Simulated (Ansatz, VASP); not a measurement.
Two plane-wave programs on Co

```xyz
2
Lattice="0.0000 2.5891 2.5891 2.5891 0.0000 2.5891 2.5891 2.5891 0.0000" Properties=species:S:1:pos:R:3 pbc="T T T"
Co    0.0000    0.0000    0.0000
Co    1.2945    1.2945    1.2945
```

Change from the starting cell: volume scaled by 1.06, PAW files.

Alike in both runs: task electric field gradients; functional PBE; k mesh 12 × 12 × 12; occupations fermi-dirac, width 0.05 eV; collinear spin.

|  | VASP | Ansatz |
| --- | --- | --- |
| version | VASP 6.6.1 | Ansatz 0.2.0 |
| potentials or method | VASP PAW PBE potentials, release 64 (Co) | PAW with Ansatz's default frozen-core files, scalar-relativistic |
| plane-wave cutoff (eV) | 520 | 420 |
| valence electrons in the cell | 18 | 34 |

Ansatz gave:

| Quantity | Value |
| --- | --- |
| pressure (GPa) | -5.2 |
| net moment per atom (μB) | 1.75 |
| size of the moment on the site where the two differ most (μB) | 1.78 |
| Vzz of the field gradient on the site that differs most (V/Å²) | 0.0 |

What did VASP give for the same quantities?

Pressure (GPa): -5.6; net moment per atom (μB): 1.74; size of the moment on the site where the two differ most (μB): 1.75; Vzz of the field gradient on the site that differs most (V/Å²): 0.0.

Site moments also hang on the region over which each program counts them. The two sets of potentials don't hold the same shells in valence.
